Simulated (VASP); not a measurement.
# P (I4/mmm) in VASP: density of states with PBE

Aim: the density of states of P with PBE.

Everything below comes from runs of VASP 6.6.1. Logs are shortened: lines on timing, memory, paths and dates and some standing lists are left out, and cuts for length are marked.

## (1) The crystal as given

The structure is tetragonal, space group I4/mmm (No. 139). Conventional cell: a = 3.502 Å, b = 3.502 Å, c = 2.889 Å, α = 90.00°, β = 90.00°, γ = 90.00°. Around P (site symmetry 4/mmm) lie 10 P at 2.87 to 2.89 Å.

The cell was built by a generator and needn't be a form met in nature.

## (2) Density of states, PBE

Input file POSCAR:

```
P
1.0
   -1.7509520000      1.7509520000      1.4444790000
    1.7509520000     -1.7509520000      1.4444790000
    1.7509520000      1.7509520000     -1.4444790000
P
1
Direct
    0.0000000000      0.0000000000      0.0000000000
```

Input file INCAR.step1:

```
SYSTEM = P
ALGO = Fast
EDIFF = 1E-7
ENCUT = 520
GGA = PE
ISIF = 2
ISMEAR = 0
LASPH = .True.
LCHARG = .True.
LREAL = .False.
LWAVE = .False.
NBANDS = 8
NELM = 60
PREC = Accurate
SIGMA = 0.0702
```

Input file KPOINTS.step1:

```
k-points
0
Gamma
  15 15 15
  0 0 0
```

Input file INCAR.step2:

```
SYSTEM = P
ALGO = Fast
EDIFF = 1E-7
ENCUT = 520
GGA = PE
ICHARG = 11
ISIF = 2
ISMEAR = -5
LASPH = .True.
LCHARG = .False.
LORBIT = 11
LREAL = .False.
LWAVE = .False.
NBANDS = 8
NEDOS = 1001
NELM = 60
PREC = Accurate
SIGMA = 0.0702
```

Input file KPOINTS.step2:

```
k-points
0
Gamma
  23 23 23
  0 0 0
```

Potentials or basis: VASP PAW PBE potentials, release 64 (P).

Launch:

```bash
$ cat potpaw_PBE.64/P/POTCAR > POTCAR
$ cp INCAR.step1 INCAR
$ cp KPOINTS.step1 KPOINTS
$ mpirun -np 1 vasp_std > vasp.out
$ cp INCAR.step2 INCAR
$ cp KPOINTS.step2 KPOINTS
$ mpirun -np 1 vasp_std > vasp.out
```

OUTCAR:

```text
SYSTEM = P
   EDIFF = 1E-7
   ENCUT = 520
   GGA = PE
   ICHARG = 11
   ISIF = 2
   ISMEAR = -5
   LASPH = .True.
   LORBIT = 11
   LREAL = .False.
   NELM = 60
   PREC = Accurate

 ion  position               nearest neighbor table
   1  0.000  0.000  0.000-

  LATTYP: Found a body centered tetragonal cell.
 ALAT       =     3.5019040000
 C/A-ratio  =     0.8249677890

  Lattice vectors:

 A1 = (  -1.7509520000,   1.7509520000,   1.4444790000)
 A2 = (   1.7509520000,  -1.7509520000,   1.4444790000)
 A3 = (   1.7509520000,   1.7509520000,  -1.4444790000)

Analysis of symmetry for initial positions (statically):
=====================================================================
 Subroutine PRICEL returns:
 Original cell was already a primitive cell.

 Routine SETGRP: Setting up the symmetry group for a
 body centered tetragonal supercell.

 Subroutine GETGRP returns: Found 16 space group operations
 (whereof 16 operations were pure point group operations)
 out of a pool of 16 trial point group operations.

The static configuration has the point symmetry D_4h.

Analysis of symmetry for dynamics (positions and initial velocities):
=====================================================================
 Subroutine PRICEL returns:
 Original cell was already a primitive cell.

 Routine SETGRP: Setting up the symmetry group for a
 body centered tetragonal supercell.

 Subroutine GETGRP returns: Found 16 space group operations
 (whereof 16 operations were pure point group operations)
 out of a pool of 16 trial point group operations.

The dynamic configuration has the point symmetry D_4h.

 Subroutine INISYM returns: Found 16 space group operations
 (whereof 16 operations are pure point group operations),
 and found     1 'primitive' translations

----------------------------------------------------------------------------------------

                                     Primitive cell

  volume of cell :      17.7141

  direct lattice vectors                    reciprocal lattice vectors
    -1.750952000  1.750952000  1.444479000     0.000000000  0.285558942  0.346145565
     1.750952000 -1.750952000  1.444479000     0.285558942  0.000000000  0.346145565
     1.750952000  1.750952000 -1.444479000     0.285558942  0.285558942  0.000000000

  length of vectors
     2.866737762  2.866737762  2.866737762     0.448732283  0.448732283  0.403841328

  position of ions in fractional coordinates (direct lattice)
     0.000000000  0.000000000  0.000000000

  ion indices of the primitive-cell ions
   primitive index   ion index
                 1           1

----------------------------------------------------------------------------------------

 KPOINTS: k-points

Automatic generation of k-mesh.
 Grid dimensions read from file:
 generate k-points for:   23   23   23

 Generating k-lattice:

  Cartesian coordinates                     Fractional coordinates (reciprocal lattice)
     0.000000000  0.012415606  0.015049807     0.043478261 -0.000000000  0.000000000
     0.012415606  0.000000000  0.015049807    -0.000000000  0.043478261  0.000000000
     0.012415606  0.012415606  0.000000000     0.000000000  0.000000000  0.043478261

  Length of vectors
     0.019510099  0.019510099  0.017558319

  Shift w.r.t. Gamma in fractional coordinates (k-lattice)
     0.000000000  0.000000000  0.000000000

 TETIRR: Found  29779 inequivalent tetrahedra from    73002

 Subroutine IBZKPT returns following result:
 ===========================================

 Found    936 irreducible k-points:

 Following reciprocal coordinates:
            Coordinates               Weight
  0.000000  0.000000  0.000000      1.000000
  0.043478  0.000000  0.000000      8.000000
  0.086957 -0.000000  0.000000      8.000000
  0.130435 -0.000000  0.000000      8.000000
  0.173913 -0.000000  0.000000      8.000000
  0.217391 -0.000000  0.000000      8.000000
[... 16 lines left out ...]
  0.478261  0.043478  0.000000     16.000000
 -0.478261  0.043478 -0.000000     16.000000
 [... further k-points ...]
   k-points           NKPTS =    936   k-points in BZ     NKDIM =    936   number of bands    NBANDS=      8
   number of dos      NEDOS =   1001   number of ions     NIONS =      1
   total plane-waves  NPLWV =  13824
   dimension x,y,z NGX =    24 NGY =   24 NGZ =   24
   dimension x,y,z NGXF=    48 NGYF=   48 NGZF=   48
   ions per type =               1
   NGX,Y,Z   is equivalent  to a cutoff of  13.92, 13.92, 13.92 a.u.
   NGXF,Y,Z  is equivalent  to a cutoff of  27.84, 27.84, 27.84 a.u.
 SYSTEM =  P
   PREC   = accura    normal or accurate (medium, high low for compatibility)
   ISTART =      0    job   : 0-new  1-cont  2-samecut
   ICHARG =     11    charge: 1-file 2-atom 10-const
   ISPIN  =      1    spin polarized calculation?
   LNONCOLLINEAR =      F non collinear calculations
   LSORBIT =      F    spin-orbit coupling
   LASPH  =      T    aspherical Exc in radial PAW
   ENCUT  =  520.0 eV  38.22 Ry    6.18 a.u.   5.33  5.33  5.33*2*pi/ulx,y,z
   NELM   =     60;   NELMIN=  2; NELMDL=  0     # of ELM steps
   EDIFF  = 0.1E-06   stopping-criterion for ELM
   LREAL  =      F    real-space projection
   EDIFFG = 0.1E-05   stopping-criterion for IOM
   NSW    =      0    number of steps for IOM
   IBRION =     -1    ionic relax: 0-MD 1-quasi-New 2-CG
   NFREE  =      0    steps in history (QN), initial steepest desc. (CG)
   ISIF   =      2    stress and relaxation
   ISYM   =      2    0-nonsym 1-usesym 2-fastsym
   POTIM  = 0.5000    time-step for ionic-motion
   TEBEG  =    0.0;   TEEND  =   0.0 temperature during run
   PSTRESS=    0.0 pullay stress
   NELECT =       5.0000    total number of electrons
   NUPDOWN=      -1.0000    fix difference up-down
   EMIN   =  10.00;   EMAX   =-10.00  energy-range for DOS
   EFERMI =   0.00;   METHOD = LEGACY
   ISMEAR =    -5;   SIGMA  =   0.07  broadening in eV -4-tet -1-fermi 0-gaus
   EFERMI_NEDOS =   21; number of points for ismear=-14 and -15
   IALGO  =     68    algorithm
   IMIX   =      4    mixing-type and parameters
     AMIX     =   0.40;   BMIX     =  1.00
     AMIX_MAG =   1.60;   BMIX_MAG =  1.00
  volume/ion in A,a.u.               =      17.71       119.54
  Fermi-wavevector in a.u.,A,eV,Ry     =   1.073886  2.029351 15.690668  1.153232
  Thomas-Fermi vector in A             =   2.209699
   LORBIT       =     11    0 simple, 1 ext, 2 COOP (PROOUT), +10 PAW based schemes
   GGA     = PE    functional components
   LHFCALC =     F    Hartree Fock is set to
   AEXX    =    0.0000 exact exchange contribution
   IVDW    =     0    specifies the selected vdW correction
   LEPSILON=     F    determine dielectric tensor
   LRPA    =     F    only Hartree local field effects (RPA)
 non-spin polarized calculation
 RMM-DIIS sequential band-by-band and
 Fermi weights with tetrahedron method with Bloechl corrections
  energy-cutoff  :      520.00
  volume of cell :       17.71
 maximum number of plane-waves:       497
 NGX is ok and might be reduce to    24

 number of electron       5.0000000 magnetization

 Free energy of the ion-electron system (eV)
  ---------------------------------------------------
  ext. energy  EPLUGINS =         0.00000000
  ---------------------------------------------------
  free energy    TOTEN  =        -4.48003314 eV

  energy without entropy =       -4.48003314  energy(sigma->0) =       -4.48003314

 E-fermi :   7.1170     XC(G=0): -10.6076

 val. band max:        7.1749790196   @ k =  -0.1739   0.2609   0.1739
 cond. band min:       6.9696167281   @ k =   0.2174   0.1739   0.1304
 fundamental gap:     -0.2053622915
 Fermi energy:         7.1170398499

 k-point     1 :       0.0000    0.0000    0.0000
  band No.  band energies     occupation
      1      -7.3130      2.00000
      2      11.7616      0.00000
      3      11.7616      0.00000
      4      13.2723      0.00000
      5      16.3178      0.00000
      6      18.9616      0.00000
      7      20.3604      0.00000
      8      20.3604      0.00000

 k-point     2 :       0.0435    0.0000    0.0000
  band No.  band energies     occupation
      1      -7.2612      2.00000
      2      11.6217      0.00000
      3      11.6583      0.00000
      4      13.0736      0.00000
      5      16.4651      0.00000
      6      19.0196      0.00000
      7      20.1845      0.00000
      8      20.1854      0.00000

 k-point     3 :       0.0870   -0.0000    0.0000
  band No.  band energies     occupation
      1      -7.1060      2.00000
      2      11.2654      0.00000
      3      11.3261      0.00000
      4      12.5590      0.00000
      5      16.7641      0.00000
      6      18.9018      0.00000
      7      19.8815      0.00000
      8      20.0457      0.00000

 k-point     4 :       0.1304   -0.0000    0.0000
  band No.  band energies     occupation
      1      -6.8480      2.00000
      2      10.6687      0.00000
      3      10.8069      0.00000
      4      11.9642      0.00000
      5      16.8507      0.00000
      6      18.2501      0.00000
      7      19.9184      0.00000
      8      20.4645      0.00000

 k-point     5 :       0.1739   -0.0000    0.0000
  band No.  band energies     occupation
      1      -6.4884      2.00000
      2       9.6412      0.00000
      3      10.3282      0.00000
      4      11.4863      0.00000
      5      16.5226      0.00000
      6      17.4262      0.00000
      7      20.5459      0.00000
      8      21.1582      0.00000
[... 177 lines left out ...]
 k-point    22 :       0.4348    0.0435    0.0000
  band No.  band energies     occupation
      1      -2.0584      2.00000
      2       1.4009      2.00000
      3       8.3142     -0.00112
      4       9.8806      0.00000
      5      13.9052      0.00000
      6      14.1987      0.00000
      7      22.3513      0.00000
      8      26.1672      0.00000

 k-point    23 :       0.4783    0.0435    0.0000
  band No.  band energies     occupation
      1      -1.7611      2.00000
      2       1.0414      2.00000
      3       8.2297     -0.00448
      4       9.8440      0.00000
      5      13.8393      0.00000
      6      14.2397      0.00000
      7      22.7309      0.00000
      8      25.7747      0.00000

 k-point    24 :      -0.4783    0.0435   -0.0000
  band No.  band energies     occupation
      1      -2.1942      2.00000
      2       1.5766      2.00000
      3       8.2161     -0.00777
      4       9.8676      0.00000
      5      13.8937      0.00000
      6      14.4029      0.00000
      7      23.0379      0.00000
      8      25.5216      0.00000

 [... further k-points ...]

------------------------ aborting loop because EDIFF is reached ----------------------------------------

  FORCE on cell =-STRESS in cart. coord.  units (eV):
  Direction    XX          YY          ZZ          XY          YZ          ZX
  --------------------------------------------------------------------------------------
  -------------------------------------------------------------------------------------
  Total       -1.3407797     -1.3407797     -1.4813188      0.0000000     -0.0000000      0.0000000
  in kB     -121.2685819   -121.2685819   -133.9798271      0.0000000     -0.0000000      0.0000000
  external PRESSURE =    -125.5056637 kB  Pullay stress =       0.0000000 kB

 VOLUME and BASIS-vectors are now :
 -----------------------------------------------------------------------------
  energy-cutoff  :      520.00
  volume of cell :       17.71
      direct lattice vectors                 reciprocal lattice vectors
    -1.750952000  1.750952000  1.444479000     0.000000000  0.285558942  0.346145565
     1.750952000 -1.750952000  1.444479000     0.285558942  0.000000000  0.346145565
     1.750952000  1.750952000 -1.444479000     0.285558942  0.285558942  0.000000000

 POSITION                                       TOTAL-FORCE (eV/Angst)
 -----------------------------------------------------------------------------------
      0.00000      0.00000      0.00000         0.000000      0.000000      0.000000
 -----------------------------------------------------------------------------------
    total drift:                               -0.000000     -0.000000      0.000000

  FREE ENERGIE OF THE ION-ELECTRON SYSTEM (eV)
  ---------------------------------------------------
  free  energy   TOTEN  =        -4.4800331350 eV

  energy  without entropy=       -4.4800331350  energy(sigma->0) =       -4.48003314

 total charge

# of ion       s       p       d       tot
------------------------------------------
    1        1.170   1.110   0.000   2.279
```

Wall time 70 s (1 thread of Intel Xeon Platinum 8488C (Sapphire Rapids), shared host); peak memory 0.25 GiB.

What came out:

```
Valence electrons inside the program's atomic spheres : P 2.28
```

Levels at points of the mesh, in eV from the Fermi level:
| k point | band 1 | band 2 | band 3 | band 4 | band 5 | band 6 | band 7 |
| --- | --- | --- | --- | --- | --- | --- | --- |
| (0.00, 0.00, 0.00) | -14.43 | 4.64 | 4.64 | 6.16 | 9.20 | 11.84 | 13.24 |

States per cell in windows of 1 eV (zero at the Fermi level; states under -8 eV left out):
```
from (eV)  total  P1_p  P1_s  P1_d
     -8.0   0.10  0.00  0.06  0.00
     -7.0   0.05  0.01  0.01  0.00
     -6.0   0.31  0.10  0.01  0.00
     -5.0   0.54  0.17  0.03  0.00
     -4.0   0.50  0.17  0.04  0.00
     -3.0   0.53  0.18  0.04  0.00
     -2.0   0.52  0.19  0.03  0.00
     -1.0   0.57  0.22  0.03  0.00
      0.0   0.63  0.27  0.03  0.00
      1.0   0.66  0.30  0.02  0.00
      2.0   0.83  0.42  0.02  0.00
      3.0   0.56  0.30  0.01  0.00
      4.0   0.34  0.18  0.00  0.00
      5.0   0.13  0.04  0.00  0.00
      6.0   0.16  0.01  0.00  0.00
      7.0   0.52  0.03  0.02  0.00
```

Caveat: tetrahedron occupations give inexact forces and stress in metals.
